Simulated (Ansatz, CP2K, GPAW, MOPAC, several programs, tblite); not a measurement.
# What cheap methods get right for BeS

Aim: run BeS through methods of unlike cost and see what each gets, and at what price.

Computed with MOPAC, tblite, CP2K, GPAW, Ansatz (versions at each run) (no spin polarisation, static lattice; gaps from single points on the cell relaxed beforehand with r²SCAN, unless a step's input says otherwise).

## Step 1: The system as given

It takes space group F-43m (No. 216, cubic). Conventional cell: a = 4.869 Å, b = 4.869 Å, c = 4.869 Å, α = 90.00°, β = 90.00°, γ = 90.00°. Be (site symmetry -43m) is surrounded by 4 S at 2.11 Å. S (site symmetry -43m) has 4 Be at 2.11 Å as nearest neighbours.

Structure file:

```
Be S
1.0
     0.00000    2.43431    2.43431
     2.43431    0.00000    2.43431
     2.43431    2.43431    0.00000
Be S
1 1
Direct
  0.00000 0.00000 0.00000
  0.25000 0.25000 0.25000
```

The structure type (zincblende) is imposed and need not be the compound's stable one.

**Question.** The methods are PM6, PM7, GFN1-xTB (tblite), GFN2-xTB (tblite), PBE/DZVP, PBE/single-zeta, PBE/SZV, coarse PBE, GLLB-SC, PBE, r2SCAN. What gap does r2SCAN give on this cell, and which other methods (full PBE left aside) come nearest to r2SCAN and farthest in gap, volume and bulk modulus?

| quantity | value |
| --- | --- |
| r2SCAN | gap 3.59 eV, 14.43 Å³/atom, B₀ 97 GPa |
| gap: nearest and farthest of the other methods | PBE/SZV, coarse PBE (about 0.46 eV off); PM6 (+5.13 eV) |
| volume: nearest and farthest of the other methods | GFN1-xTB (tblite) (+0.1 %), GFN2-xTB (tblite) (+7.3 %) |
| bulk modulus: nearest and farthest of the other methods | GFN1-xTB (tblite), coarse PBE (about 9 % off); PM7 (+66 %) |

In words: For the gap (full PBE left aside), PBE/SZV, coarse PBE tie for nearest to r2SCAN; PM6 is farthest. Among the 4 methods compared for the volume (full PBE left aside), GFN1-xTB (tblite) is nearest to r2SCAN and GFN2-xTB (tblite) farthest. For the bulk modulus (full PBE left aside), GFN1-xTB (tblite), coarse PBE tie for nearest to r2SCAN; PM7 is farthest. A minimal basis or a coarse cutoff and mesh shifts results by its own error, so closeness to r2SCAN can be chance. Cluster runs see only the k-points that fold onto the zone centre, so their gaps can miss the band edges. GLLB-SC is compared with its derivative discontinuity added. No volume is given for PM6, PBE/DZVP, PBE/single-zeta, PBE/SZV, which can hide a larger miss. CPU times run from 0.47 s (coarse PBE) to 11 s (PM7). On this cell PM6, PM7, GFN2-xTB (tblite), PBE/DZVP cost more than r2SCAN itself (4.4 s), so they are no saving here. A cluster method computes far more atoms than the primitive cell, so on a small crystal it can cost more than plane waves. r2SCAN is a yardstick, not the truth: it usually gives gaps below the measured ones.
